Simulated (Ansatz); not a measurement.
**Ir under changes of volume**

One of the cells (14.059 Å³/atom); the others are scaled copies at fixed shape and fractional positions:

```
Ir
1.0
     0.00000    1.91560    1.91560
     1.91560    0.00000    1.91560
     1.91560    1.91560    0.00000
Ir
1
Direct
  0.00000 0.00000 0.00000
```

| Quantity | Value |
| --- | --- |
| Program | Ansatz 0.2.0 |
| Functional | PBE0 |
| Potentials or basis | Ansatz PAW |
| Cutoff | 420 eV (not typed: the program's choice for these potentials) |
| k mesh | 8 × 8 × 8 |
| Occupations | fermi-dirac, width 0.05 eV |
| Spin | no spin polarisation |

| volume (Å³/atom) | energy over the lowest point (meV/atom) | pressure (GPa) |
| --- | --- | --- |
| 13.215 | ? | ? |
| 13.496 | 31.27 | 17.3 |
| 13.778 | 9.45 | 7.8 |
| 14.059 | 0.00 | -0.2 |
| 14.340 | 6.93 | -7.6 |
| 14.621 | 26.16 | -14.2 |
| 14.902 | 56.28 | -20.0 |

Q: What does the run at 13.215 Å³/atom give?

A: Energy over the lowest point 70.71 meV/atom; pressure 27.9 GPa.

Worked out: A Birch-Murnaghan fit of order 3 (a polynomial in V^(-2/3)) to the other rows has its minimum at 14.07 Å³/atom with B0 = V·E''(V) = 393 GPa and B' = 2.8. It gives 70.38 meV/atom at 13.215 Å³/atom, against the run's 70.71, and -dE/dV = 27.0 GPa, against 27.9.

Energies are extrapolated to zero smearing.

Caveats: some runs use coarse meshes; the PAW data sets come from PBE, with cores solved anew for the run's functional, which leaves a small shift of forces and pressure; the thresholds are loose for stress.
